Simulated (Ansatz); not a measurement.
BaS (CsCl type) (r2SCAN geometry), in Ansatz:

```
Ba S
1.0
     3.83376    0.00000    0.00000
     0.00000    3.83376    0.00000
     0.00000    0.00000    3.83376
Ba S
1 1
Direct
  0.00000 0.00000 0.00000
  0.50000 0.50000 0.50000
```

G0W0@PBE with 308 empty bands, a screening cutoff of 180 eV and a 4×4×4 mesh (PAW, contour deformation) gives 2.638 eV over the mesh points, from a PBE gap of 1.552 eV; it sums over 316 bands with 305 plane waves in the screening and a wave cutoff of 420 eV. The G0W0 figures hold for the stated bands, cutoff and mesh and aren't extrapolated. Values at 0 K without nuclear motion; spin polarisation is off, and the phase may be a hypothetical one.

Question: Estimate the gap with starting point PBE0.

Answer: 3.294 eV (+0.656 eV), from a Kohn-Sham gap of 3.154 eV.

Question: Estimate the gap with potentials of the kind norm-conserving, with them a wave cutoff of 770 eV.

Answer: 2.643 eV (+0.005 eV), from a Kohn-Sham gap of 1.555 eV.

Question: Estimate the gap with empty bands 127, screening cutoff 100 eV.

Answer: 2.521 eV (-0.117 eV), from a Kohn-Sham gap of 1.552 eV.

Question: Estimate the gap with starting point HSE06.

Answer: 3.083 eV (+0.445 eV), from a Kohn-Sham gap of 2.453 eV.

Spin-orbit coupling is left out.

The program warns that the k mesh is coarse for exact exchange in some of these runs, so their gaps aren't converged.
